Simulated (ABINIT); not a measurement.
# InP (F-43m) in ABINIT: notebook

One crystal, InP, is run at these levels: HCTH407, LDA, PBEsol; tasks: equation of state, band structure.

Everything below comes from runs of ABINIT 10.8.3 (patched build). Logs are shortened: lines on timing, memory, paths and dates and some standing lists are left out, and cuts for length are marked. The log counts tension as positive stress, the text compression.

**Measured values to compare with.**

A printed reference work, data compilation reports, for a bulk crystal of InP: band gap 1.4236 eV (direct) at 1.6 K; bulk modulus 71 GPa.

The runs below are set against these values where they give the same quantity.

**1. The crystal as given**

The structure is cubic, space group F-43m (No. 216). Conventional cell: a = 5.861 Å, b = 5.861 Å, c = 5.861 Å, α = 90.00°, β = 90.00°, γ = 90.00°. Around In (site symmetry -43m) lie 4 P at 2.54 Å. P (site symmetry -43m) has 4 In at 2.54 Å as nearest neighbours.

**2. Equation of state, HCTH407**

File run.abi:

```
ndtset 7
getwfk -1
scalecart1 3*0.9795861087
scalecart2 3*0.9864848297
scalecart3 3*0.9932883884
scalecart4 3*1.0000000000
scalecart5 3*1.0066227096
scalecart6 3*1.0131594038
scalecart7 3*1.0196128224

pp_dirpath "./"
pseudos "In.GGA_PBE-JTH.xml, P.GGA_PBE-JTH.xml"

acell 4.1443528445 4.1443528445 4.1443528445 Angstrom
rprim
     0.0000000000     0.7071067812     0.7071067812
     0.7071067812     0.0000000000     0.7071067812
     0.7071067812     0.7071067812     0.0000000000
ntypat 2
znucl 49 15
natom 2
typat 1 2
xred
     0.0000000000     0.0000000000     0.0000000000
     0.7500000000     0.7500000000     0.7500000000

ecut 544.227725 eV
pawecutdg 40.0

kptopt 1
ngkpt 8 8 8
nshiftk 1
shiftk 0.0 0.0 0.0

ixc 27

nband 13
occopt 3
tsmear 0.00183747

nstep 100
tolvrs 1.0e-9

iomode 3
prtwf 1
prtden 0
prteig 0
prtebands 0
```

Potentials or basis: JTH PAW PBE v2.0.

Run with:

```sh
$ abinit run.abi > log 2>&1
```

run.abo:

```text
.Version 10.8.3 of ABINIT
 DATASET    1 : space group F-4 3 m (#216); Bravais cF (face-center cubic)
================================================================================
 Values of the parameters that define the memory need for DATASET  1.
     intxc =       0    ionmov =       0      iscf =       7    lmnmax =      18
     lnmax =       6     mgfft =      32  mpssoang =       3    mqgrid =    3001
     natom =       2  nloc_mem =       2    nspden =       1   nspinor =       1
    nsppol =       1      nsym =      24    n1xccc =       1    ntypat =       2
    occopt =       3   xclevel =       2
       mpw =        1384          nfft =       32768          nkpt =          29
 PAW method is used; the additional fine FFT grid is defined by:
   mgfftf=        45    nfftf =     91125
================================================================================
================================================================================
[... 71 lines left out ...]
 DATASET    7 : space group F-4 3 m (#216); Bravais cF (face-center cubic)
================================================================================
 Values of the parameters that define the memory need for DATASET  7.
     intxc =       0    ionmov =       0      iscf =       7    lmnmax =      18
     lnmax =       6     mgfft =      36  mpssoang =       3    mqgrid =    3001
     natom =       2  nloc_mem =       2    nspden =       1   nspinor =       1
    nsppol =       1      nsym =      24    n1xccc =       1    ntypat =       2
    occopt =       3   xclevel =       2
       mpw =        1556          nfft =       46656          nkpt =          29
 PAW method is used; the additional fine FFT grid is defined by:
   mgfftf=        48    nfftf =    110592
================================================================================
================================================================================

--------------------------------------------------------------------------------
------------- Echo of variables that govern the present computation ------------
--------------------------------------------------------------------------------
 -outvars: echo values of preprocessed input variables --------
            acell      7.8316918452E+00  7.8316918452E+00  7.8316918452E+00 Bohr
              amu      1.14820000E+02  3.09737620E+01
             ecut      2.00000000E+01 Hartree
           getwfk          -1
             iscf           7
              ixc          27
           jdtset        1    2    3    4    5    6    7
         kptrlatt        8    0    0      0    8    0      0    0    8
          kptrlen1     6.13745323E+01
          kptrlen2     6.18067616E+01
          kptrlen3     6.22330286E+01
          kptrlen4     6.26535348E+01
          kptrlen5     6.30684709E+01
          kptrlen6     6.34780179E+01
          kptrlen7     6.38823474E+01
            natom           2
            nband          13
           ndtset           7
            ngfft1         32      32      32
            ngfft2         32      32      32
            ngfft3         32      32      32
            ngfft4         32      32      32
            ngfft5         32      32      32
            ngfft6         32      32      32
            ngfft7         36      36      36
          ngfftdg1         45      45      45
          ngfftdg2         45      45      45
          ngfftdg3         48      48      48
          ngfftdg4         48      48      48
          ngfftdg5         48      48      48
          ngfftdg6         48      48      48
          ngfftdg7         48      48      48
             nkpt          29
            nstep         100
             nsym          24
           ntypat           2
           occopt           3
        pawecutdg      4.00000000E+01 Hartree
         pawxcdev           0
           prtden           0
        prtebands           0
           prteig           0
            rprim1     0.0000000000E+00  6.9267198023E-01  6.9267198023E-01
                       6.9267198023E-01  0.0000000000E+00  6.9267198023E-01
                       6.9267198023E-01  6.9267198023E-01  0.0000000000E+00
            rprim2     0.0000000000E+00  6.9755011263E-01  6.9755011263E-01
                       6.9755011263E-01  0.0000000000E+00  6.9755011263E-01
[... 22 lines left out ...]
                       4.3060156374E+00  4.3060156374E+00  4.3060156374E+00
           xangst2     0.0000000000E+00  0.0000000000E+00  0.0000000000E+00
                       4.3363406902E+00  4.3363406902E+00  4.3363406902E+00
           xangst3     0.0000000000E+00  0.0000000000E+00  0.0000000000E+00
                       4.3662474334E+00  4.3662474334E+00  4.3662474334E+00
           xangst4     0.0000000000E+00  0.0000000000E+00  0.0000000000E+00
                       4.3957500000E+00  4.3957500000E+00  4.3957500000E+00
           xangst5     0.0000000000E+00  0.0000000000E+00  0.0000000000E+00
                       4.4248617758E+00  4.4248617758E+00  4.4248617758E+00
           xangst6     0.0000000000E+00  0.0000000000E+00  0.0000000000E+00
                       4.4535954493E+00  4.4535954493E+00  4.4535954493E+00
           xangst7     0.0000000000E+00  0.0000000000E+00  0.0000000000E+00
                       4.4819630641E+00  4.4819630641E+00  4.4819630641E+00
            xcart1     0.0000000000E+00  0.0000000000E+00  0.0000000000E+00
                       8.1371902485E+00  8.1371902485E+00  8.1371902485E+00
            xcart2     0.0000000000E+00  0.0000000000E+00  0.0000000000E+00
                       8.1944962931E+00  8.1944962931E+00  8.1944962931E+00
            xcart3     0.0000000000E+00  0.0000000000E+00  0.0000000000E+00
                       8.2510118470E+00  8.2510118470E+00  8.2510118470E+00
            xcart4     0.0000000000E+00  0.0000000000E+00  0.0000000000E+00
                       8.3067636180E+00  8.3067636180E+00  8.3067636180E+00
            xcart5     0.0000000000E+00  0.0000000000E+00  0.0000000000E+00
                       8.3617769012E+00  8.3617769012E+00  8.3617769012E+00
            xcart6     0.0000000000E+00  0.0000000000E+00  0.0000000000E+00
                       8.4160756748E+00  8.4160756748E+00  8.4160756748E+00
            xcart7     0.0000000000E+00  0.0000000000E+00  0.0000000000E+00
                       8.4696826976E+00  8.4696826976E+00  8.4696826976E+00
             xred      0.0000000000E+00  0.0000000000E+00  0.0000000000E+00
                       7.5000000000E-01  7.5000000000E-01  7.5000000000E-01
            znucl       49.00000   15.00000

================================================================================

 chkinp: Checking input parameters for consistency, jdtset=   1.

 chkinp: Checking input parameters for consistency, jdtset=   2.
[... 40 lines left out ...]
 getcut: wavevector=  0.0000  0.0000  0.0000  ngfft=  45  45  45
         ecut(hartree)=     40.000   => boxcut(ratio)=   2.01446

--- Pseudopotential description ------------------------------------------------
- pspini: atom type   1  psp file is ./In.GGA_PBE-JTH.xml
 Pseudopotential format is: paw10
 basis_size (lnmax)=  6 (lmn_size= 18), orbitals=   0   0   1   1   2   2
 Spheres core radius: rc_sph= 2.50644782
 Shapefunction is BESSEL type: shapef(r,l)=aa(1,l)*jl(q(1,l)*r)+aa(2,l)*jl(q(2,l)*r)
 Radius for shape functions =  1.40569481
 Compensation charge density is not taken into account in XC energy/potential

- pspini: atom type   2  psp file is ./P.GGA_PBE-JTH.xml
 Pseudopotential format is: paw10
 basis_size (lnmax)=  4 (lmn_size=  8), orbitals=   0   0   1   1
 Spheres core radius: rc_sph= 1.60765221
 Shapefunction is SIN type: shapef(r)=[sin(pi*r/rshp)/(pi*r/rshp)]**2
 Radius for shape functions =  1.60765221
 Compensation charge density is not taken into account in XC energy/potential

   4.69646342E+02                                ecore*ucvol(ha*bohr**3)
--------------------------------------------------------------------------------

================================================================================

--- !BeginCycle
iteration_state: {dtset: 1, }
solver: {iscf: 7, nstep: 100, nline: 4, wfoptalg: 10, }
tolerances: {tolvrs: 1.00E-09, }
...
[... 1100 lines left out ...]
 getcut: wavevector=  0.0000  0.0000  0.0000  ngfft=  36  36  36
         ecut(hartree)=     20.000   => boxcut(ratio)=   2.23940

 getcut : COMMENT -
  Note that boxcut > 2.2 ; recall that boxcut=Gcut(box)/Gcut(sphere) = 2
  is sufficient for exact treatment of convolution.
  Such a large boxcut is a waste : you could raise ecut
  e.g. ecut=   25.074542 Hartrees makes boxcut=2

 Fine grid specifications (used for densities):

 getcut: wavevector=  0.0000  0.0000  0.0000  ngfft=  48  48  48
         ecut(hartree)=     40.000   => boxcut(ratio)=   2.11133
--------------------------------------------------------------------------------
[... 147 lines left out ...]
-Cartesian components of stress tensor (GPa)         [Pressure= -8.1993E-02 GPa]
- sigma(1 1)=  8.19928292E-02  sigma(3 2)=  0.00000000E+00
- sigma(2 2)=  8.19928292E-02  sigma(3 1)=  0.00000000E+00
- sigma(3 3)=  8.19928292E-02  sigma(2 1)=  0.00000000E+00

== END DATASET(S) ==============================================================
================================================================================

 -outvars: echo values of variables after computation  --------
            acell      7.8316918452E+00  7.8316918452E+00  7.8316918452E+00 Bohr
           etotal1    -6.5277579754E+01
           etotal2    -6.5279500091E+01
           etotal3    -6.5280997116E+01
           etotal4    -6.5282126651E+01
           etotal5    -6.5282945741E+01
           etotal6    -6.5283449602E+01
           etotal7    -6.5283694955E+01
            fcart1     6.2044878382E-30  6.2044878382E-30 -1.8613463515E-29
                      -6.2044878382E-30 -6.2044878382E-30  1.8613463515E-29
            fcart2     6.1610983919E-30 -1.8483295176E-29  3.0805491960E-29
                      -6.1610983919E-30  1.8483295176E-29 -3.0805491960E-29
            fcart3     2.5037286746E-30  2.5037286746E-30  2.5037286746E-30
                      -2.5037286746E-30 -2.5037286746E-30 -2.5037286746E-30
            fcart4     8.4346836431E-47 -3.0389150490E-30 -8.4346836431E-47
                      -8.4346836431E-47  3.0389150490E-30  8.4346836431E-47
            fcart5     1.3193186025E-46  1.2075686431E-29 -1.3193186025E-46
                      -1.3193186025E-46 -1.2075686431E-29  1.3193186025E-46
[... 38 lines left out ...]
                       0.0000000000E+00  0.0000000000E+00  0.0000000000E+00
           xangst1     0.0000000000E+00  0.0000000000E+00  0.0000000000E+00
                       4.3060156374E+00  4.3060156374E+00  4.3060156374E+00
           xangst2     0.0000000000E+00  0.0000000000E+00  0.0000000000E+00
                       4.3363406902E+00  4.3363406902E+00  4.3363406902E+00
           xangst3     0.0000000000E+00  0.0000000000E+00  0.0000000000E+00
                       4.3662474334E+00  4.3662474334E+00  4.3662474334E+00
           xangst4     0.0000000000E+00  0.0000000000E+00  0.0000000000E+00
                       4.3957500000E+00  4.3957500000E+00  4.3957500000E+00
           xangst5     0.0000000000E+00  0.0000000000E+00  0.0000000000E+00
                       4.4248617758E+00  4.4248617758E+00  4.4248617758E+00
           xangst6     0.0000000000E+00  0.0000000000E+00  0.0000000000E+00
                       4.4535954493E+00  4.4535954493E+00  4.4535954493E+00
           xangst7     0.0000000000E+00  0.0000000000E+00  0.0000000000E+00
                       4.4819630641E+00  4.4819630641E+00  4.4819630641E+00
             xred      0.0000000000E+00  0.0000000000E+00  0.0000000000E+00
                       7.5000000000E-01  7.5000000000E-01  7.5000000000E-01
 Calculation completed.
```

Wall time 2.3 min (1 thread of Arm Neoverse V1, shared host); peak memory 0.15 GiB.

What came out:

```yaml
Equilibrium_volume: "26.94 Å³/atom (rough: see the caveat)"
Bulk_modulus: 52 GPa (rough)
```

Energy against volume, from the lowest point:
```csv
volume (Å³/atom),energy (meV/atom)
23.657,83.20
24.160,57.07
24.663,36.71
25.167,21.34
25.670,10.19
26.173,3.34
26.677,0.00
```

Caveat: the cutoff is too short for stress, so the log's stress isn't used; pressures at fixed basis lie under the slope of the energies; the minimum lies outside the volumes run; the PAW data sets were made with another functional, which shifts forces and pressure a little.

[end of part 1 of 2]
